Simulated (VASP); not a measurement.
Wanted: the native input for a VASP 6.6.1 run.

```
Task                   : relaxation of cell and atoms
Functional             : PBEsol
Potentials or basis    : VASP PAW PBE potentials, release 64 (Hg, Se)
Cutoff                 : 600 eV
k mesh                 : 10 × 10 × 10
Occupations            : gaussian, width 0.03 eV
Spin                   : no spin polarisation
Further INCAR settings : ALGO = Normal; EDIFF = 1e-06; IBRION = 2; EDIFFG = -0.01; NSW = 90; ISIF = 3
```

The structure of HgSe lies in POSCAR:

```
HgSe
1.0
    0.0000000000      3.0390000000      3.0390000000
    3.0390000000      0.0000000000      3.0390000000
    3.0390000000      3.0390000000      0.0000000000
Hg Se
1 1
Direct
    0.0000000000      0.0000000000      0.0000000000
    0.2500000000      0.2500000000      0.2500000000
```

These files were run (other wordings do the same):

INCAR

```
SYSTEM = HgSe
PREC = Accurate ; ENCUT = 600
EDIFF = 1E-6 ; ISMEAR = 0
SIGMA = 0.03 ; LREAL = .False.
LASPH = .True. ; NELM = 80
ALGO = Normal ; ISIF = 3
LWAVE = .False. ; LCHARG = .False.
GGA = PS ; IBRION = 2
NSW = 90 ; EDIFFG = -0.01
```

KPOINTS

```
regular mesh
0
Gamma
  10 10 10
  0 0 0
```

Potentials or basis: VASP PAW PBE potentials, release 64 (Hg, Se).

The run is started by

```sh
$ cat potpaw_PBE.64/Hg/POTCAR potpaw_PBE.64/Se/POTCAR > POTCAR
$ mpirun -np 1 vasp_std > vasp.out
```

Results of the run:

* Relaxed volume: 29.01 Å³/atom
* Relaxed cell: a = 4.346 Å, b = 4.346 Å, c = 4.346 Å, α = 60.00°, β = 60.00°, γ = 60.00°
* Space group after relaxing (to 0.05 Å): F-43m (No. 216)
* Energy gained by relaxing: 5.3 meV/atom
* Ionic steps: 3
* Pressure after relaxing: 0.0 GPa
* Band gap on the k mesh: none (metal or under the smearing width)

Caveat: the PAW data sets were made with another functional, which shifts forces and pressure a little.

It took 59 s on 1 thread of Intel(R) Xeon(R) Platinum 8488C (Sapphire Rapids) (shared host), peak memory 0.23 GiB.
